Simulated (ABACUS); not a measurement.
# WC (Cmmm) in ABACUS: reference runs, part 2 of 2

ABACUS 3.10.1. Earlier steps stand in the parts before.

## 3. Single point, PBE (atoms moved at random, drawn with an rms of 0.05 Å)

INPUT reads:

```
INPUT_PARAMETERS
suffix              WC
calculation         scf
basis_type          pw
pseudo_dir          ./
symmetry            1
dft_functional      pbe
ecutwfc             82
pseudo_rcut         7
nspin               1
nbands              13
ks_solver           dav
smearing_method     fd
smearing_sigma      0.00367493
scf_thr             1e-08
scf_nmax            100
mixing_type         broyden
mixing_beta         0.7
cal_force           1
cal_stress          1
kpar                4
```

STRU reads:

```
ATOMIC_SPECIES
W 183.8400 W.upf
C 12.0110 C.upf

LATTICE_CONSTANT
1.8897261246

LATTICE_VECTORS
1.6403461100 -2.1180379000 0.0000000000
1.6403461100 2.1180379000 0.0000000000
0.0000000000 0.0000000000 4.3094211000

ATOMIC_POSITIONS
Direct

W
0.0
1
0.5148190000 0.5227010000 0.4938880000 1 1 1

C
0.0
1
-0.0034950000 0.0072040000 -0.0096200000 1 1 1
```

KPT reads:

```
K_POINTS
0
Gamma
10 10 6 0 0 0
```

Potentials or basis: PseudoDojo NC SR 0.4.1 PBE standard, plane waves.

Run with:

```sh
$ OMP_NUM_THREADS=1 mpirun -np 4 abacus > log
```

running log:

```text
ABACUS v3.10.1

               Atomic-orbital Based Ab-initio Computation at UStc

 ------------------------------------------------------------------------------------

 READING GENERAL INFORMATION
                           global_out_dir = OUT.WC/
                           global_in_card = INPUT
                               pseudo_dir = ./
                              orbital_dir =
                                    DSIZE = 4
                                    GSIZE = 1

 READING UNITCELL INFORMATION
                                    ntype = 2
                  lattice constant (Bohr) = 1.88973
              lattice constant (Angstrom) = 1

 READING ATOM TYPE 1
                               atom label = W
                      L=0, number of zeta = 1
                      L=1, number of zeta = 1
                      L=2, number of zeta = 1
             number of atom for this type = 1

 READING ATOM TYPE 2
                               atom label = C
                      L=0, number of zeta = 1
                      L=1, number of zeta = 1
                      L=2, number of zeta = 1
             number of atom for this type = 1

                        TOTAL ATOM NUMBER = 2
DIRECT COORDINATES
    atom                   x                   y                   z     mag                  vx                  vy                  vz
taud_W1            0.5148190000        0.5227010000        0.4938880000  0.0000        0.0000000000        0.0000000000        0.0000000000
taud_C1            0.9965050000        0.0072040000        0.9903800000  0.0000        0.0000000000        0.0000000000        0.0000000000

                          Volume (Bohr^3) = 202.076
                             Volume (A^3) = 29.9445

 Lattice vectors: (Cartesian coordinate: in unit of a_0)
             +1.64035            -2.11804                  +0
             +1.64035            +2.11804                  +0
                   +0                  +0            +4.30942
 Reciprocal vectors: (Cartesian coordinate: in unit of 2 pi/a_0)
            +0.304814           -0.236068                  +0
            +0.304814           +0.236068                  -0
                   -0                  -0            +0.23205
 The esolver type has been set to : ksdft_pw

                PAO radial cut off (Bohr) = 7

 Read in pseudopotential file is W.upf
                     pseudopotential type = NC
          exchange-correlation functional = PBE
                 nonlocal core correction = 1
                        valence electrons = 14
                                     lmax = 3
                           number of zeta = 4
                     number of projectors = 8
                           L of projector = 0
                           L of projector = 0
                           L of projector = 1
                           L of projector = 1
                           L of projector = 2
                           L of projector = 2
                           L of projector = 3
                           L of projector = 3
                PAO radial cut off (Bohr) = 7

 Read in pseudopotential file is C.upf
                     pseudopotential type = NC
          exchange-correlation functional = PBE
                 nonlocal core correction = 1
                        valence electrons = 4
                                     lmax = 1
                           number of zeta = 2
                     number of projectors = 4
                           L of projector = 0
                           L of projector = 0
                           L of projector = 1
                           L of projector = 1
     initial pseudo atomic orbital number = 14

 SETUP THE ELECTRONS NUMBER
             electron number of element W = 14
       total electron number of element W = 14
             electron number of element C = 4
       total electron number of element C = 4
[... 135 lines left out ...]
                    number of plane waves = 3471
                         number of sticks = 201

 PARALLEL PW FOR WAVE FUNCTIONS
     PROC   COLUMNS(POT)             PW
        1            201           3471
 --------------- sum -------------------
        1            201           3471

 SETUP NONLOCAL PSEUDOPOTENTIALS IN PLANE WAVE BASIS
 W non-local projectors:
 projector 1 L=0
 projector 2 L=0
 projector 3 L=1
 projector 4 L=1
 projector 5 L=2
 projector 6 L=2
 projector 7 L=3
 projector 8 L=3
 C non-local projectors:
 projector 1 L=0
 projector 2 L=0
 projector 3 L=1
 projector 4 L=1
      TOTAL NUMBER OF NONLOCAL PROJECTORS = 40

 Init Non-Local PseudoPotential table :
 Init Non-Local-Pseudopotential done.

                                     npwx = 2565

 Make real space PAO into reciprocal space.
       max mesh points in Pseudopotential = 701
     dq(describe PAO in reciprocal space) = 0.01
                                    max q = 1091

 number of pseudo atomic orbitals for W is 4
WARNING: norm of atomic wavefunction # 3 of atomic type W is 0.999307, renormalized
WARNING: norm of atomic wavefunction # 4 of atomic type W is 0.996227, renormalized

 number of pseudo atomic orbitals for C is 2
WARNING: norm of atomic wavefunction # 1 of atomic type C is 0.999989, renormalized
WARNING: norm of atomic wavefunction # 2 of atomic type C is 0.999518, renormalized

 -------------------------------------------
 SELF-CONSISTENT
 -------------------------------------------
                                 init_chg = atomic

 PW ALGORITHM --------------- ION=   1  ELEC=   1--------------------------------
 Notice: Threshold on eigenvalues was too large.
 hsover_error=0.18 > DRHO=0.156747
 Origin diag ethr = 0.01
 New diag ethr = 0.000870818

 Density error is 0.160263292513
                          Error Threshold = 0.000870818119342
----------------------------------------------------------
     Energy           Rydberg                 eV
----------------------------------------------------------
 E_KohnSham     -163.2854800727      -2221.6129296537
 E_Harris       -165.8406069006      -2256.3772136260
 E_Fermi        1.0268348359         13.9708046726
----------------------------------------------------------
[... 75 lines left out ...]
 Density error is 3.7809964745e-09
                          Error Threshold = 1.30741170399e-09
----------------------------------------------------------
     Energy           Rydberg                 eV
----------------------------------------------------------
 E_KohnSham     -163.3517269180      -2222.5142642243
 E_KS(sigma->0) -163.3511867283      -2222.5069145666
 E_Harris       -163.3515288010      -2222.5115687046
 E_band         -13.1708203001       -179.1982034150
 E_one_elec     -39.5646226846       -538.3043077310
 E_Hartree      26.5255267684        360.8983065020
 E_xc           -36.7752983859       -500.3536036983
 E_Ewald        -113.5362522365      -1544.7399599815
 E_entropy(-TS) -0.0010803794        -0.0146993155
 E_descf        0.0000000000         0.0000000000
 E_exx          0.0000000000         0.0000000000
 E_Fermi        1.0044630584         13.6664210252
----------------------------------------------------------

 charge density convergence is achieved
 final etot is -2222.5142642 eV
 EFERMI = 13.666421025 eV

 STATE ENERGY(eV) AND OCCUPATIONS    NSPIN == 1
 1/76 kpoint (Cartesian) = 0.0000 0.0000 0.0000 (2565 pws)
       1       -61.1377     0.00333333
       2       -25.4201     0.00333333
       3       -24.7880     0.00333333
       4       -24.5316     0.00333333
       5        1.38024     0.00333333
       6        8.07465     0.00333333
       7        10.2581     0.00333333
       8        10.4606     0.00333333
       9        15.4826    5.59885e-19
      10        15.6484    2.03069e-20
      11        15.8963    1.42630e-22
      12        16.3377    2.09245e-26
      13        16.3856    8.02231e-27
[... 61 lines left out ...]
 6/76 kpoint (Cartesian) = 0.15241 -0.11803 0.0000 (2544 pws)
       1       -61.0575     0.00333333
       2       -25.7453     0.00333333
       3       -25.2923     0.00333333
       4       -24.6259     0.00333333
       5        4.57123     0.00333333
       6        7.84541     0.00333333
       7        8.86961     0.00333333
       8        9.97052     0.00333333
       9        15.5264    2.33091e-19
      10        15.5466    1.55647e-19
      11        16.2607    9.75233e-26
      12        17.1594    1.52597e-33
      13        18.0019    7.32936e-41

[... levels at 70 further k points ...]

------------------------------------------------------------------------------------------
 TOTAL-FORCE (eV/Angstrom)
------------------------------------------------------------------------------------------
                        W1         0.1883466315        -0.0063131586         0.1199426337
                        C1        -0.1883466315         0.0063131586        -0.1199426337
------------------------------------------------------------------------------------------

----------------------------------------------------------------
 TOTAL-STRESS (KBAR)
----------------------------------------------------------------
      -352.0275965476        -0.0073131570         0.2300738174
        -0.0073131570       -26.5462219382        -0.0305873257
         0.2300738174        -0.0305873257      -587.0575151271
----------------------------------------------------------------
 TOTAL-PRESSURE: -321.877111 KBAR

 --------------------------------------------
 !FINAL_ETOT_IS -2222.5142642243158662 eV
 --------------------------------------------
```

It took 63 s on 4 MPI ranks of AMD EPYC 7R13 (Zen 3), shared host; peak memory 0.48 GiB.

Results:

| Property | Result |
| --- | --- |
| Free energy | -2222.5143 eV |
| Pressure | -32.2 GPa |
| Largest force | 0.223 eV/Å |
| Band gap on the k mesh | none (metal or under the smearing width) |

Forces in eV/Å, atoms in the order of the input:
```
W    0.188 -0.006  0.120
C   -0.188  0.006 -0.120
```

Stress tensor (GPa, compression positive):
```
-35.20   0.00   0.02
  0.00  -2.65   0.00
  0.02   0.00 -58.71
```

Caveat: the cell as given lies far from equilibrium. The run has no spin-orbit coupling, so splittings on W are missing.
